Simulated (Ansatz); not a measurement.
## Quadrupolar parameters in Si

The cell is a structure deposited in the COD, ions relaxed with PBE at fixed cell.

```cif
data_Si
_symmetry_space_group_name_H-M 'Ia-3'
_symmetry_Int_Tables_number 206
_cell_length_a 6.6360
_cell_length_b 6.6360
_cell_length_c 6.6360
_cell_angle_alpha 90.000
_cell_angle_beta 90.000
_cell_angle_gamma 90.000
loop_
_atom_site_label
_atom_site_type_symbol
_atom_site_symmetry_multiplicity
_atom_site_Wyckoff_symbol
_atom_site_fract_x
_atom_site_fract_y
_atom_site_fract_z
Si Si 16 c 0.1016 0.1016 0.1016
```

One atom of each set is listed; the run and its k-mesh use a cell of 8 atoms with edges of 5.75, 5.75, 5.75 Å.

Computed with Ansatz: DFT, PBE, plane waves and PAW (field gradients read without the response of the frozen cores, which leaves them typically 4 to 6 % off), scalar-relativistic, 420 eV cutoff, Γ-centred 6×6×6 k-points, Fermi–Dirac smearing 0.05 eV.

C_Q = eQV_zz/h, which is 24.18 MHz for Q = 1 b and V_zz = 10²¹ V/m²; η = (V_xx − V_yy)/V_zz.

```json
{"site": "Si", "atoms": "8", "first shell": "4 Si at 2.34–2.39 Å", "V_xx, V_yy, V_zz (10²¹ V/m²)": "0.57, 0.57, -1.13", "η": "0.00", "C_Q (MHz)": "–"}
```

An axis of threefold or higher order runs through Si, so V_zz lies along it and η is zero.

Si has no stable isotope with a ground-state quadrupole moment in the table, so no C_Q is given.

The run finds no gap above 0.1 eV (a metal, or nearly one), so the gradients can move by 10 % or more with the k-mesh. Semilocal functionals make gaps too small and can close them, so the real compound need not be a metal.
